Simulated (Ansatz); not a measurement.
Crystal: I.

```
I
1.0
     0.00000    2.36560    3.90984
     2.19225    0.00000    3.90984
     2.19225    2.36560    0.00000
I
1
Direct
  0.00000 0.00000 0.00000
```

| Item | Value |
| --- | --- |
| Program | Ansatz 0.2.0 |
| Task | relaxation of cell and atoms |
| Functional | PBEsol |
| Potentials or basis | all-electron LAPW, scalar-relativistic |
| Basis error allowed | 0.001 eV/atom |
| k mesh | 9 × 9 × 9 |
| Occupations | fermi-dirac, width 0.05 eV |
| Spin | no spin polarisation |

At the start: volume 40.55 Å³/atom.

Problem. Where does the relaxation end?

Solution. Over 9 steps the energy falls by 10.7 meV/atom and the volume is 37.44 Å³/atom (-7.7 %); space group Fmmm (No. 69, to 0.05 Å).

Step by step:
| step | energy change (eV) | largest force (eV/Å) | volume (Å³) |
| --- | --- | --- | --- |
| 1 | 0.0000 | 0.0000 | 40.55 |
| 2 | -0.0088 | 0.0000 | 38.99 |
| 3 | -0.0095 | 0.0000 | 38.53 |
| 4 | -0.0105 | 0.0000 | 37.28 |
| 5 | -0.0106 | 0.0000 | 37.49 |
| 6 | -0.0107 | 0.0000 | 37.50 |
| 7 | -0.0107 | 0.0000 | 37.48 |
| 8 | -0.0107 | 0.0000 | 37.44 |
| 9 | -0.0107 | 0.0000 | 37.44 |

Final structure:
```cif
data_structure
_symmetry_space_group_name_H-M 'P 1'
_symmetry_Int_Tables_number 1
_cell_length_a 4.3813
_cell_length_b 4.3156
_cell_length_c 3.1729
_cell_angle_alpha 69.712
_cell_angle_beta 67.502
_cell_angle_gamma 42.786
_cell_volume 37.44
loop_
_atom_site_label
_atom_site_type_symbol
_atom_site_fract_x
_atom_site_fract_y
_atom_site_fract_z
_atom_site_occupancy
I1 I 0.00000 0.00000 0.00000 1
```
